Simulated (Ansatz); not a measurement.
Runs of Ansatz 0.2.0 on Co. It takes space group P6_3/mmc (No. 194, hexagonal). The conventional cell has a = 2.472 Å, b = 2.472 Å, c = 4.021 Å, α = 90.00°, β = 90.00°, γ = 120.00°. Co (site symmetry -6m2) has 12 Co at 2.47 Å as nearest neighbours. 

```csv
task,level,cell,k mesh,smearing,atoms under strain,gap on the mesh (eV),pressure (GPa),moment (μB)
elastic constants,PBE,as given,9 × 9 × 5,fermi-dirac 0.05 eV,relaxed,none,3.6,3.07
single point,PBE,as given,12 × 12 × 7,gaussian 0.028 eV,-,none,4.7,3.21
single point,PBEsol,as given,12 × 12 × 7,gaussian 0.02 eV,-,none,-5.8,(b)
relaxation of cell and atoms,BLYP+D4,relaxed,12 × 12 × 7,fermi-dirac 0.05 eV,-,none,0.0,3.16
single point,PBE,as given,12 × 12 × 7,gaussian 0.1 eV,-,none,(a),3.21
```

Alike in all rows: potentials or basis Ansatz PAW; spin collinear, ferromagnetic start; cutoff (eV) 420.

Problem. Fill in the values left out.

Solution. (a) 4.8; (b) 3.20.

Caveats: the PAW data sets come from PBE, with cores solved anew for the run's functional, which leaves a small shift of forces and pressure (some runs); the cell is more than 3 GPa from zero pressure, which shifts response properties (some runs); elastic constants of metals need much finer meshes, so these are rough (some runs); the plane-wave basis is chosen anew once the cell has moved, so the energies of steps on either side of that aren't comparable (some runs); pairwise dispersion overbinds metals, which lowers pressure and volume (some runs).

A gap of «none» marks a metal or a gap under the smearing width.
